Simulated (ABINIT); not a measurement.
ZrS, 2 atoms in the cell. The structure is cubic, space group Fm-3m (No. 225). The conventional cell has a = 5.250 Å, b = 5.250 Å, c = 5.250 Å, α = 90.00°, β = 90.00°, γ = 90.00°. Zr (site symmetry m-3m) is surrounded by 6 S at 2.62 Å. Around S (site symmetry m-3m) lie 6 Zr at 2.62 Å. 

* Program: ABINIT 10.8.3 (patched build)
* Task: equation of state
* Functional: PBEsol
* Potentials or basis: PseudoDojo NC SR PBEsol v0.4.1 standard
* Cutoff: 898 eV
* k mesh: 9 × 9 × 9
* Occupations: fermi-dirac, width 0.05 eV
* Spin: no spin polarisation

Potentials or basis: PseudoDojo NC SR PBEsol v0.4.1 standard.

Run with:

```sh
$ abinit run.abi > log 2>&1
```

Hardware: 1 thread of Arm Neoverse V2 (shared host).

**Question.** How long does it take, and how much memory?

**Answer.** It took 2.8 min on 1 thread of Arm Neoverse V2, with other jobs on the host, peak memory 0.12 GiB. Counts: scf iterations 56, mpi ranks 1, k points 35, bands 13, plane waves 2098.
